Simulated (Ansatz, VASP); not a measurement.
**One calculation of Ru, two programs**

```
Ru
1.0
     2.66923    0.00000    0.00000
    -1.33461    2.31162    0.00000
     0.00000    0.00000    4.22403
Ru
2
Direct
  0.33333 0.66667 0.25000
  0.66667 0.33333 0.75000
```

Change from the starting cell: volume scaled by 0.96.

Alike in both runs: task single point; functional PBEsol; k mesh 14 × 14 × 8; occupations fermi-dirac, width 0.03 eV; no spin polarisation.

|  | VASP | Ansatz |
| --- | --- | --- |
| version | VASP 6.6.1 | Ansatz 0.2.0 |
| potentials or method | VASP PAW PBE potentials, release 64 (Ru_pv), cutoff 520 eV | all-electron LAPW, scalar-relativistic |

```csv
,VASP,Ansatz,Ansatz less VASP
pressure (GPa),8.1,8.0,-0.05
largest component of the traceless stress (GPa),0.89,0.94,+0.046
```

Ansatz ran all-electron here, so the differences hold the error of VASP's frozen core and of both bases.

Caveats: the PAW data sets were made with another functional, which shifts forces and pressure a little (VASP).
